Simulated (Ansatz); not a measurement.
ZnS: S vacancy

All numbers below come from DFT PBE, scalar-relativistic, plane waves, PAW (Ansatz 0.2.0). Run with 420 eV cutoff, 2×2×2 k-mesh, Gaussian smearing of 0.01 eV, collinear spin in charge +1 alone.

Host crystal, relaxed:

```
CELL_PARAMETERS angstrom
3.84407 0.00000 0.00000
-1.92203 3.32906 0.00000
0.00000 0.00000 6.30464
ATOMIC_POSITIONS crystal
Zn 0.33333 0.66667 0.00027
Zn 0.66667 0.33333 0.50027
S 0.33333 0.66667 0.37473
S 0.66667 0.33333 0.87473
```

Supercell of 12 atoms, rows in host cell vectors: 0 0 -1; -2 -1 0; 1 2 0. Atoms relax at the host's cell, keeping the symmetry that the supercell leaves at the site. The cell is small, so energies carry finite-size errors of tenths of an eV. The host's Kohn–Sham gap is 2.08 eV.

Defect: S vacancy at (0.333, 0.667, 0.375) of the host cell, charge +2.

Give the relaxed supercell.

```xyz
11
Lattice="0.0000 0.0000 -6.3046 -5.7661 -3.3291 0.0000 0.0000 6.6581 0.0000" Properties=species:S:1:pos:R:3 pbc="T T T"
Zn   -3.8441    2.2194   -6.9533
Zn   -5.7661   -1.1097   -6.3114
Zn   -1.9220    5.5484   -6.3114
Zn   -1.4077    0.8128   -2.9365
Zn   -3.8441    5.0326   -2.9365
Zn   -6.2804    0.8128   -2.9365
S    -5.7661   -1.1097   -3.9913
S    -1.9220    5.5484   -3.9913
S    -1.8926    1.0927   -0.7487
S    -3.8441    4.4728   -0.7487
S    -5.7956    1.0927   -0.7487
```
Around the defect: 3 Zn at 2.99 Å. The run ended with a moment of 0.00 μB (no spin polarisation).